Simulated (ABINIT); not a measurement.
Here is an ABINIT 10.8.3 (patched build) calculation.

run.abi

```
# Pseudopotentials
pp_dirpath "./"
pseudos "Ti.upf, C.upf"

# Structure
acell 3*1.0 Angstrom
rprim
     0.0000000000     2.1657188437     2.1657188437
     2.1657188437     0.0000000000     2.1657188437
     2.1657188437     2.1657188437     0.0000000000
ntypat 2
znucl 22 6
natom 2
typat 1 2
xred
     0.0000000000     0.0000000000     0.0000000000
     0.5000000000     0.5000000000     0.5000000000

# Plane-wave basis
ecut 952.398519 eV

# k points
kptopt 1
ngkpt 8 8 8
nshiftk 1
shiftk 0.0 0.0 0.0

# Exchange and correlation
ixc 11

# Bands and occupations
nband 12
occopt 3
tsmear 0.05 eV

# SCF cycle
nstep 100
tolvrs 1.0e-10

# Output
iomode 3
prtwf 0
prtden 0
prteig 0
prtebands 0
```

Potentials or basis: PseudoDojo NC SR PBE v0.4.1 standard.

Run with:

```bash
$ mpirun --bind-to none -np 4 abinit run.abi > log 2>&1
```

Estimate the band gap on the k mesh.

none (metal or under the smearing width).
